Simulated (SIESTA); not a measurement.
InSe under changes of volume

One of the cells (28.559 Å³/atom); the others are scaled copies at fixed shape and fractional positions:

```
CELL_PARAMETERS angstrom
5.82639 -2.05465 0.00000
5.82639 2.05465 0.00000
-1.72323 0.00000 4.77135
ATOMIC_POSITIONS crystal
In 0.88820 0.88820 0.04684
In 0.11180 0.11180 0.95316
Se 0.66093 0.66093 0.66896
Se 0.33907 0.33907 0.33104
```

The cell comes from a database or a generator and needn't be the stable form of this composition.

* Program: SIESTA 5.4.2
* Functional: LDA
* Potentials or basis: PseudoDojo 0.4 standard (LDA files)
* Basis: DZP (energy shift 0.003 Ry; two zetas on semicore shells)
* Grid cutoff: 500 Ry
* Energy shift: 0.003 Ry
* k mesh: 7 × 7 × 6
* Occupations: fermi-dirac, width 0.05 eV
* Spin: no spin polarisation

```csv
volume (Å³/atom),energy over the lowest point (meV/atom),pressure (GPa),gap on the mesh (eV),largest force (eV/Å)
26.846,2.82,1.5,1.18,0.705
27.417,0.00,0.2,1.15,0.514
27.988,1.52,-1.0,1.11,0.346
28.559,6.87,-2.0,1.07,0.243
29.131,15.61,-2.9,1.03,0.146
29.702,27.36,-3.7,0.97,0.114
30.273,?,?,?,?
```

Problem. What does the run at 30.273 Å³/atom give?

Solution. Energy over the lowest point 41.72 meV/atom; pressure -4.4 GPa; gap on the mesh 0.91 eV; largest force 0.240 eV/Å.

Worked out: A Birch-Murnaghan fit of order 3 (a polynomial in V^(-2/3)) to the other rows has its minimum at 27.49 Å³/atom with B0 = V·E''(V) = 57 GPa and B' = 4.9 at fixed shape and positions, which overstates the stiffness. It gives 41.75 meV/atom at 30.273 Å³/atom, against the run's 41.72, and -dE/dV = -4.4 GPa, against -4.4. A parabola through the other rows of the gap, of slope -3.09 eV per unit of ln V there, extrapolates to 0.92 eV, against the run's 0.91.

Energies are extrapolated to zero smearing.

Caveats: spin-orbit coupling is left out, which moves the levels of the heavy elements; an odd mesh through Γ misses points on the zone boundary, where band edges often lie; the basis of atomic orbitals isn't converged, which shifts pressures, moduli and gaps.
